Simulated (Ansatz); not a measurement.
# Sn: the cell at several levels of theory

An exercise on one series of results from a longer session: the logs are not shown, and one member is left open.

The runs shown are made with Ansatz 0.2.0. PAW datasets, plane waves, zero pressure. Note: simulated data, non-magnetic, for a generated structure that need not be the stable one.

## The system as given

Space group P6_3/mmc (No. 194), hexagonal; a = 4.540 Å, c = 7.413 Å in the conventional setting, 33.08 Å³ an atom. Near Sn stand 4 Sn at 2.78 Å.

Coordinates:

```xyz
4
Lattice="4.5397 0.0000 0.0000 -2.2699 3.9315 0.0000 0.0000 0.0000 7.4134" Properties=species:S:1:pos:R:3 pbc="T T T"
Sn    0.0000    2.6210    0.0000
Sn    2.2699    1.3105    3.7067
Sn    0.0000    2.6210    2.7800
Sn    2.2699    1.3105    6.4867
```

The first run:

The input, input.yaml:

```yaml
crystal:
  lattice:
    - [4.53972099, 0.0, 0.0]
    - [-2.269860495, 3.9315137034, 0.0]
    - [0.0, 0.0, 7.4133643766]
  atoms:
    - { symbol: Sn, position: [0.3333333333, 0.6666666667, 0.0] }
    - { symbol: Sn, position: [0.6666666667, 0.3333333333, 0.5] }
    - { symbol: Sn, position: [0.3333333333, 0.6666666667, 0.375] }
    - { symbol: Sn, position: [0.6666666667, 0.3333333333, 0.875] }
kpoints:
  mp_grid: { grid: [6, 6, 4] }
hamiltonian:
  xc: pbe
scf:
  occupations: { method: fermi_dirac, width: 0.02 }
relax:
  f_tol: 0.005
  cell: {}
```

Command:

```sh
ansatz run input.yaml --threads 2 --pin off --max-ram 2211MiB --backend cpu --events-out ev --progress --plain --runs-dir out
```

Among the steps run: Relaxation with PBE; Relaxing with r2SCAN; Relaxation with PBEsol; LDA: cell and atoms; Relaxation with HSE06.

One of the session's tables, all rows but one given; the rest of the session is left out.

```
 level  a (Å)  c (Å)  volume (Å³/atom)
   PBE  4.709  7.674            36.845
r2SCAN  4.635  7.614            35.413
PBEsol  4.628  7.538            34.963
   LDA  4.583  7.459            33.921
 HSE06      ?      ?                 ?
```

Q: Estimate the row for HSE06 from the others.

As computed: a (Å): 4.637; c (Å): 7.588; volume (Å³/atom): 35.330. In the column «a (Å)» it lies between r2SCAN (4.635) and PBE (4.709).

From the start to the first minimum the volume moved by +11.4 %. LDA gives the smallest cell and PBE the largest; they differ by 8.6 % in volume, a mean of 2.8 % in length. The meshes differ: PBE 6×6×4, r2SCAN 6×6×4, PBEsol 6×6×4, LDA 6×6×4, HSE06 6×6×2.
